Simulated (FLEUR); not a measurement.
# SnTe (Fm-3m) in FLEUR: notebook

Runs on SnTe. Level: PBEsol. Tasks: single point.

All numbers are computed with FLEUR MaX-R8.1 (later development tree); they aren't measurements. Logs are shortened: lines on timing, memory, paths and dates and some standing lists are left out, and cuts for length are marked.

## 1. The structure

The structure is cubic, space group Fm-3m (No. 225). The conventional cell has a = 6.302 Å, b = 6.302 Å, c = 6.302 Å, α = 90.00°, β = 90.00°, γ = 90.00°. Te (site symmetry m-3m) has 6 Sn at 3.15 Å as nearest neighbours. Sn (site symmetry m-3m) has 6 Te at 3.15 Å as nearest neighbours.

## 2. Single point, PBEsol

inp.xml reads:

```xml
<?xml version="1.0" encoding="UTF-8" standalone="no"?>
<fleurInput fleurInputVersion="0.39">
   <comment>
      SnTe                                                                                                
   </comment>
   <calculationSetup>
      <cutoffs Kmax="4.1" Gmax="12.7" GmaxXC="12.7" numbands="0"/>
      <scfLoop itmax="60" minDistance="0.00001" maxIterBroyd="15" imix="Anderson" alpha="0.05" precondParam="0.0" spinf="2.0" sdNocoIR="T"/>
      <coreElectrons ctail="T" frcor="F" kcrel="0" coretail_lmax="0"/>
      <xcFunctional name="PBEs" relativisticCorrections="F"/>
      <magnetism jspins="1"/>
      <soc l_soc="F" theta="0.0" phi="0.0" spav="F"/>
      <expertModes spex="0" secvar="F"/>
      <geometryOptimization l_f="T" forcealpha="1.0" forcemix="BFGS" epsdisp="0.0005" epsforce="0.0002"/>
      <ldaU l_linMix="F" mixParam="0.05" spinf="1.0"/>
   </calculationSetup>
   <cell>
      <bzIntegration valenceElectrons="44.0" mode="hist" fermiSmearingEnergy="0.00183747">
         <kPointListSelection listName="default-1"/>
         <!-- k-points included here -->
         <xi:include xmlns:xi="http://www.w3.org/2001/XInclude" href="kpts.xml"> </xi:include>
      </bzIntegration>
      <!-- symmetry operations included here -->
      <xi:include xmlns:xi="http://www.w3.org/2001/XInclude" href="sym.xml"> </xi:include>
      <bulkLattice scale="1.0">
         <bravaisMatrix>
            <row-1>    0.0000000000000000     5.9542435596959100     5.9542435596959100</row-1>
            <row-2>    5.9542435596959100     0.0000000000000000     5.9542435596959100</row-2>
            <row-3>    5.9542435596959100     5.9542435596959100     0.0000000000000000</row-3>
         </bravaisMatrix>
      </bulkLattice>
   </cell>
   <atomSpecies>
      <species name="Tellurium (Te)" element="Te" atomicNumber="52">
         <mtSphere radius="2.66" gridPoints="879" logIncrement="0.015"/>
         <atomicCutoffs lmax="10" lnonsphr="10"/>
         <electronConfig flipSpins="F">
            <coreConfig>(1s1/2) (2s1/2) (2p1/2) (2p3/2) (3s1/2) (3p1/2) (3p3/2) (4s1/2) (3d3/2) (3d5/2)</coreConfig>
            <valenceConfig>(4p1/2) (4p3/2) (5s1/2) (4d3/2) (4d5/2) (5p1/2) (5p3/2)</valenceConfig>
            <stateOccupation state="(5p1/2)" spinUp="0.666667" spinDown="0.666667"/>
            <stateOccupation state="(5p3/2)" spinUp="1.333333" spinDown="1.333333"/>
         </electronConfig>
         <energyParameters s="5" p="5" d="5" f="4"/>
         <lo type="SCLO" l="1" n="4" eDeriv="0"/>
         <lo type="SCLO" l="1" n="4" eDeriv="1"/>
         <lo type="SCLO" l="2" n="4" eDeriv="0"/>
         <lo type="SCLO" l="2" n="4" eDeriv="1"/>
         <lo type="SCLO" l="0" n="5" eDeriv="2"/>
         <lo type="SCLO" l="3" n="4" eDeriv="2"/>
      </species>
      <species name="Tin (Sn)" element="Sn" atomicNumber="50">
         <mtSphere radius="2.66" gridPoints="879" logIncrement="0.015"/>
         <atomicCutoffs lmax="10" lnonsphr="10"/>
         <electronConfig flipSpins="F">
            <coreConfig>(1s1/2) (2s1/2) (2p1/2) (2p3/2) (3s1/2) (3p1/2) (3p3/2) (3d3/2) (3d5/2)</coreConfig>
            <valenceConfig>(4s1/2) (4p1/2) (4p3/2) (5s1/2) (4d3/2) (4d5/2) (5p1/2) (5p3/2)</valenceConfig>
            <stateOccupation state="(5p1/2)" spinUp="0.333333" spinDown="0.333333"/>
            <stateOccupation state="(5p3/2)" spinUp="0.666667" spinDown="0.666667"/>
         </electronConfig>
         <energyParameters s="5" p="5" d="4" f="4"/>
         <lo type="SCLO" l="0" n="4" eDeriv="0"/>
         <lo type="SCLO" l="1" n="4" eDeriv="0"/>
         <lo type="SCLO" l="1" n="4" eDeriv="1"/>
         <lo type="SCLO" l="2" n="4" eDeriv="2"/>
         <lo type="SCLO" l="3" n="4" eDeriv="2"/>
      </species>
   </atomSpecies>
   <atomGroups>
      <atomGroup species="Tellurium (Te)">
         <relPos label="                   1">1.000/2.000 1.000/2.000 1.000/2.000</relPos>
         <force calculate="T" relaxXYZ="TTT"/>
      </atomGroup>
      <atomGroup species="Tin (Sn)">
         <relPos label="                   2">.0000000000 .0000000000 .0000000000</relPos>
         <force calculate="T" relaxXYZ="TTT"/>
      </atomGroup>
   </atomGroups>
   <output dos="F" band="F" slice="F">
      <checks vchk="F" cdinf="F"/>
      <bandDOS minEnergy="-.5*Htr" maxEnergy="0.5*Htr" sigma="0.015" storeEVData="T"/>
      <vacuumDOS vacdos="F" integ="F" star="F" nstars="0" locx1="0.0" locy1="0.0" locx2="0.0" locy2="0.0" nstm="0" tworkf="0.0"/>
      <unfoldingBand unfoldBand="F" supercellX="1" supercellY="1" supercellZ="1"/>
      <plotting iplot="0" polar="F">
         <plot TwoD="T" vec1="  1.0  0.0  0.0" vec2="  0.0  1.0  0.0" vec3="  0.0  0.0  1.0" zero="  0.0  0.0  0.0" file="plot"/>
      </plotting>
      <chargeDensitySlicing numkpt="0" minEigenval="0.0" maxEigenval="0.0" nnne="0" pallst="F"/>
      <specialOutput eonly="F"/>
      <moessbauerParams electricFieldGradient="T" isomerShift="T" coreHyperfine="T" valenceHyperfine="T"/>
      <magneticCircularDichroism mcd="F" energyLo="-10.0" energyUp="0.0"/>
   </output>
  <!-- We include the file relax.xml here to enable relaxations (see documentation) -->
  <xi:include xmlns:xi="http://www.w3.org/2001/XInclude" href="relax.xml"> <xi:fallback/> </xi:include>
</fleurInput>
```

crystal.txt reads:

```
SnTe
&input cartesian=F /
0.0000000000  3.1508500000  3.1508500000
3.1508500000  0.0000000000  3.1508500000
3.1508500000  3.1508500000  0.0000000000
1.8897261246
1.0 1.0 1.0

2
52 0.5000000000  0.5000000000  0.5000000000
50 0.0000000000  0.0000000000  0.0000000000

&kpt div1=7 div2=7 div3=7 gamma=T /
```

Potentials or basis: all-electron, FLAPW.

Launch:

```console
inpgen -f crystal.txt -profile fastHighL
# inp.xml edited to the form shown
fleur_MPI
```

The program printed:

```text
Welcome to FLEUR        (www.flapw.de)
      MaX-Release 8.1          (www.max-centre.eu)

 ========== k-point set info ==========
 Selected k-point list: default-1
 k-point list type: mesh
 7 x 7 x 7
 Number of k points: 20

 ------------Calculation Setup---------------------------
 Number of MPI-tasks      :            1
 Number of PE/node        :            1
 Number of OMP-threads    :            1
 Most efficient MPI parallelization for:
           1           2           4           5          10          20
 Additional eigenvalue parallelization possible
 Number of basis functions:          615
 Approximate size of matrices (H+S) per k-point:         0.006 GB
 --------------------------------------------------------
 Iteration:     1   Distance:       4.61712961 me/bohr^3
 Iteration:     2   Distance:       4.32016934 me/bohr^3
 Iteration:     3   Distance:       1.76371897 me/bohr^3
 Iteration:     4   Distance:       0.61995798 me/bohr^3
 Iteration:     5   Distance:       0.49882313 me/bohr^3
 Iteration:     6   Distance:       0.05586019 me/bohr^3
 Iteration:     7   Distance:       0.02986176 me/bohr^3
 Iteration:     8   Distance:       0.01470931 me/bohr^3
 Iteration:     9   Distance:       0.00237390 me/bohr^3
 Iteration:    10   Distance:       0.00180559 me/bohr^3
 Iteration:    11   Distance:       0.00020591 me/bohr^3
 Iteration:    12   Distance:       0.00001572 me/bohr^3
 Iteration:    13   Distance:       0.00001651 me/bohr^3
 Iteration:    14   Distance:       0.00000085 me/bohr^3

 ********************************************************************
 Run finished successfully
 Stop message:
   Structural relaxation: Done
 ********************************************************************
```

out.xml (last iteration):

```text
<iteration numberForCurrentRun="   15" overallNumber="   15">
         <energyParameters units="Htr">
            <atomicEP atomType="1" spin="1" branch="5s" branchLowest="-5.61" branchHighest="0.29" value="-0.1764076168"/>
            <atomicEP atomType="1" spin="1" branch="5p" branchLowest="-3.78" branchHighest="0.92" value="0.1238945732"/>
            <atomicEP atomType="1" spin="1" branch="5d" branchLowest="-1.10" branchHighest="2.02" value="0.3718228450"/>
            <atomicEP atomType="1" spin="1" branch="4f" branchLowest="-9.99" branchHighest="1.52" value="0.5300225383"/>
            <loAtomicEP atomType="1" spin="1" branch="4p" branchLowest="-29.08" branchHighest="-3.78" value="-3.7877230324"/>
            <loAtomicEP atomType="1" spin="1" branch="4p" branchLowest="-29.08" branchHighest="-3.78" value="-3.7877230324"/>
            <loAtomicEP atomType="1" spin="1" branch="4d" branchLowest="-20.14" branchHighest="-1.10" value="-1.1068472643"/>
            <loAtomicEP atomType="1" spin="1" branch="4d" branchLowest="-20.14" branchHighest="-1.10" value="-1.1068472643"/>
            <loAtomicEP atomType="1" spin="1" branch="5s" branchLowest="-5.61" branchHighest="0.29" value="-0.1764076168"/>
            <loAtomicEP atomType="1" spin="1" branch="4f" branchLowest="-9.99" branchHighest="1.52" value="0.5300226525"/>
            <atomicEP atomType="2" spin="1" branch="5s" branchLowest="-4.51" branchHighest="0.63" value="-0.0335761103"/>
            <atomicEP atomType="2" spin="1" branch="5p" branchLowest="-2.89" branchHighest="1.24" value="0.1910791231"/>
            <atomicEP atomType="2" spin="1" branch="4d" branchLowest="-16.98" branchHighest="-0.52" value="-0.5362881453"/>
            <atomicEP atomType="2" spin="1" branch="4f" branchLowest="-9.99" branchHighest="1.76" value="0.5482239907"/>
            <loAtomicEP atomType="2" spin="1" branch="4s" branchLowest="-30.62" branchHighest="-4.51" value="-4.5148607300"/>
            <loAtomicEP atomType="2" spin="1" branch="4p" branchLowest="-25.25" branchHighest="-2.89" value="-2.8998906447"/>
            <loAtomicEP atomType="2" spin="1" branch="4p" branchLowest="-25.25" branchHighest="-2.89" value="-2.8998906447"/>
            <loAtomicEP atomType="2" spin="1" branch="4d" branchLowest="-16.98" branchHighest="-0.52" value="-0.5490356608"/>
            <loAtomicEP atomType="2" spin="1" branch="4f" branchLowest="-9.99" branchHighest="1.76" value="0.5482257731"/>
         </energyParameters>
         <eigenvalues>
            <eigenvaluesAt spin="1" ikpt="1" k_x="0.00000000" k_y="0.00000000" k_z="0.00000000">
                      -4.5148596877       -3.7761100203       -3.7761100203       -3.7761100203       -2.8913861444
                      -2.8913861444       -2.8913861444       -1.1101000094       -1.1101000094       -1.1099289083
                      -1.1099289083       -1.1099289083       -0.5513120052       -0.5513120052       -0.5510663851
                      -0.5510663851       -0.5510663851       -0.2210201656        0.0769204645        0.1719596313
                       0.1719596313        0.1719596313        0.3728742880        0.3728742880        0.3728742880
                       0.4248241952        0.4248241952        0.4248241952        0.4959178823        0.5053097714
                       0.5053097714        0.5399282260        0.9208121748        0.9208121748
[... 77 lines left out ...]
            <coreIsomerShift atomType="2" isTotal="193344.85133">
               <shell n="1" l="0" isomerShift="169102.89231"/>
               <shell n="2" l="0" isomerShift="19816.46467"/>
               <shell n="2" l="1" isomerShift="477.18442"/>
               <shell n="3" l="0" isomerShift="3848.21857"/>
               <shell n="3" l="1" isomerShift="100.09134"/>
               <shell n="3" l="2" isomerShift="0.00002"/>
            </coreIsomerShift>
            <isomerShift atomType="1" nucleusRadius="0.0001189" averageDensity="231972.06563"/>
            <isomerShift atomType="2" nucleusRadius="0.0001161" averageDensity="194205.37194"/>
            <electricFieldGradient atomType="1" VXX="0.00000" VYY="0.00000" VZZ="0.00000" asymParam="0.00000">
            </electricFieldGradient>
            <electricFieldGradient atomType="2" VXX="0.00000" VYY="0.00000" VZZ="0.00000" asymParam="0.00000">
            </electricFieldGradient>
         </moessbauerParams>
         <totalEnergy                                    value="   -12970.3273225939" units="Htr">
            <sumOfEigenvalues                            value="    -7854.3498138022">
               <coreElectrons value="-7789.2049785181"/>
               <valenceElectrons value="-65.1448352841"/>
            </sumOfEigenvalues>
            <densityCoulombPotentialIntegral value="-21097.8447105984"/>
            <densityEffectivePotentialIntegral value="-21539.3953474758"/>
            <chargeDenXCDenIntegral value="-335.8126388363"/>
            <FockExchangeEnergyValence value="0.0000000000"/>
            <FockExchangeEnergyCore value="0.0000000000"/>
            <atomTypeDependentContributions atomType="1">
               <electronNucleiInteractionDifferentMTs value="8239.3585313930"/>
               <MadelungTerm value="-24.2340526345"/>
            </atomTypeDependentContributions>
            <atomTypeDependentContributions atomType="2">
               <electronNucleiInteractionDifferentMTs value="7484.1382970715"/>
               <MadelungTerm value="-22.9069810330"/>
            </atomTypeDependentContributions>
            <tkbTimesEntropy value="0.0000017067"/>
            <freeEnergy value="-12970.3273243006"/>
            <extrapolationTo0K value="-12970.3273234472"/>
         </totalEnergy>
         <totalForcesOnRepresentativeAtoms units="Htr/bohr">
            <forceTotal atomType="1" x="5.954244" y="5.954244" z="5.954244" F_x="0.00000000" F_y="0.00000000" F_z="0.00000000"/>
            <forceTotal atomType="2" x="0.000000" y="0.000000" z="0.000000" F_x="0.00000000" F_y="0.00000000" F_z="0.00000000"/>
         </totalForcesOnRepresentativeAtoms>
      </iteration>
```

Wall time 1.8 min (1 thread of AMD EPYC 7R43 (Zen 3), shared host); peak memory 0.07 GiB.

What came out:

```yaml
Free_energy: -352940.5866 eV
Valence_electrons_inside_the_program's_atomic_spheres: Te 20.12; Sn 20.12 (radii Te 2.66, Sn 2.66 bohr)
```

Core levels (eV from the Fermi level):
| atom | levels |
| --- | --- |
| 1 Te | 1s1/2 -31587.1, 2s1/2 -4839.0, 2p1/2 -4534.1, 2p3/2 -4259.8, 3s1/2 -959.2, 3p1/2 -833.9, 3p3/2 -782.7, 4s1/2 -159.5, 3d3/2 -561.4, 3d5/2 -550.7 |
| 2 Sn | 1s1/2 -28976.6, 2s1/2 -4370.2, 2p1/2 -4082.5, 2p3/2 -3852.0, 3s1/2 -840.0, 3p1/2 -723.1, 3p3/2 -681.0, 3d3/2 -474.3, 3d5/2 -465.6 |

Caveat: this odd mesh misses L, where the gap lies, so gap, dielectric constants and Born charges aren't listed. Spin-orbit coupling is left out, which matters for the levels of Te.

## 3. Single point, PBEsol (atoms moved at random, drawn with an rms of 0.05 Å)

Changes to inp.xml since step 2:

```diff
@@ -69,3 +69,3 @@
       <atomGroup species="Tellurium (Te)">
-         <relPos label="                   1">1.000/2.000 1.000/2.000 1.000/2.000</relPos>
+         <relPos label="                   1">-.4895880000 .4941380000 -.4941000000</relPos>
          <force calculate="T" relaxXYZ="TTT"/>
@@ -73,3 +73,3 @@
       <atomGroup species="Tin (Sn)">
-         <relPos label="                   2">.0000000000 .0000000000 .0000000000</relPos>
+         <relPos label="                   2">.0035920000 -.0098350000 -.0035280000</relPos>
          <force calculate="T" relaxXYZ="TTT"/>
```

Changes to crystal.txt since step 2:

```diff
@@ -9,4 +9,4 @@
 2
-52 0.5000000000  0.5000000000  0.5000000000
-50 0.0000000000  0.0000000000  0.0000000000
+52 0.5104120000  0.4941380000  0.5059000000
+50 0.0035920000  -0.0098350000  -0.0035280000
```

Potentials or basis: all-electron, FLAPW.

Launch:

```console
inpgen -f crystal.txt -profile fastHighL
# inp.xml edited to the form shown
fleur_MPI
```

It took 30 min on 1 thread of AMD EPYC 7R43 (Zen 3), shared host; peak memory 0.25 GiB.

The run converged. Its results:

| Item | Value |
| --- | --- |
| Free energy | -352940.5863 eV |
| Largest force | 0.010 eV/Å |
| Band gap on the k mesh | 0.67 eV, direct |
| Valence electrons inside the program's atomic spheres | Te 20.13; Sn 20.12 (radii Te 2.66, Sn 2.66 bohr) |

Forces in eV/Å, atoms in the order of the input:
```
Te  -0.006 -0.007 -0.004
Sn   0.006  0.007  0.004
```

Levels at points of the mesh, in eV from the valence-band top:
```
           k point  band 19  band 20  band 21  band 22  band 23  band 24  band 25  band 26
(0.00, 0.00, 0.00)    -4.43    -1.86    -1.86    -1.84     3.57     3.60     3.61     5.04
```

Core levels (eV from the Fermi level):
```tsv
atom	levels
1 Te	1s1/2 -31587.1, 2s1/2 -4839.0, 2p1/2 -4534.1, 2p3/2 -4259.8, 3s1/2 -959.2, 3p1/2 -833.9, 3p3/2 -782.7, 4s1/2 -159.5, 3d3/2 -561.4, 3d5/2 -550.7
2 Sn	1s1/2 -28976.6, 2s1/2 -4370.2, 2p1/2 -4082.5, 2p3/2 -3852.0, 3s1/2 -840.0, 3p1/2 -723.1, 3p3/2 -681.0, 3d3/2 -474.3, 3d5/2 -465.6
```

Caveat: spin-orbit coupling is left out, which moves the levels of the heavy elements; an odd mesh through Γ misses points on the zone boundary, where band edges often lie.
